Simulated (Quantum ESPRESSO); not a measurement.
BP:

```xyz
2
Lattice="0.0000 2.2690 2.2690 2.2690 0.0000 2.2690 2.2690 2.2690 0.0000" Properties=species:S:1:pos:R:3 pbc="T T T"
P     3.4035    3.4035    3.4035
B     0.0000    0.0000    0.0000
```

* Program: Quantum ESPRESSO 7.5
* Task: phonons
* Functional: PBE
* Potentials or basis: JTH 2.0 PBE
* Cutoff: 490 eV
* Density cutoff: 2939 eV
* k mesh: 8 × 8 × 8, shifted
* Occupations: fermi-dirac, width 0.05 eV
* Spin: no spin polarisation
* Mixing beta: 0.5
* Most SCF iterations: 120
* SCF threshold: 4e-10 Ry

The cell and the atoms were relaxed first, to 11.75 Å³/atom (a = 3.215 Å, b = 3.215 Å, c = 3.215 Å, α = 60.00°, β = 60.00°, γ = 60.00°), and the response was taken there.

The first run showed a gap, so the response started from a second, tighter run with fixed occupations.

Which optical modes does the crystal have at the zone centre, and which show in infrared and Raman spectra?

The optical modes are T2. Infrared active: T2. Raman active: T2.

Optical modes at Γ, degenerate ones joined, polar ones without the macroscopic field:
| cm⁻¹ | components | symmetry | active in | IR intensity, summed ((D/Å)²/amu) |
| --- | --- | --- | --- | --- |
| 802 | 3 | T2 | IR and Raman | 1.98 |

Zone-centre frequencies without and with the macroscopic field along z (cm⁻¹):
|  | optical modes in rising order |
| --- | --- |
| without | 802 802 802 |
| with the field | 802 802 806 |

Born effective charge tensors (e):
atom 1, P
```
0.48 0.00 0.00
0.00 0.48 0.00
0.00 0.00 0.48
```
atom 2, B
```
-0.48  0.00  0.00
 0.00 -0.48  0.00
 0.00  0.00 -0.48
```

Caveat: the cutoff is low for these files, which shifts pressure and relaxed volume.
